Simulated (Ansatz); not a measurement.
## TePt in Ansatz: the effect of functional

TePt:

```
Pt Te
1.0
     2.00764    1.15911    6.74869
    -2.00764    1.15911    6.74869
     0.00000   -2.31823    6.74869
Pt Te
2 2
Direct
  0.12967 0.12967 0.12967
  0.87033 0.87033 0.87033
  0.40200 0.40200 0.40200
  0.59800 0.59800 0.59800
```

The cell isn't the ideal one: volume scaled by 1.04.

Alike in all runs:

```yaml
Program: Ansatz 0.2.0
Task: single point
Potentials_or_basis: Ansatz PAW
k_mesh: 8 × 8 × 8
Occupations: fermi-dirac, width 0.05 eV
Spin: no spin polarisation
```

```csv
functional,cutoff,pressure (GPa),largest force (eV/Å)
LDA,420 eV (not typed: the program's choice for these potentials),-7.3,0.52
PBEsol,420 eV (not typed: the program's choice for these potentials),?,?
r2SCAN,500 eV (not typed: the program's choice for these potentials),-2.3,0.33
```

**Question.** What does the run with functional PBEsol give?

**Answer.** Pressure -4.9 GPa; largest force 0.36 eV/Å.

Caveats: the PAW data sets come from PBE, with cores solved anew for the run's functional, which leaves a small shift of forces and pressure.

Runs at the PBE level aren't shown here.
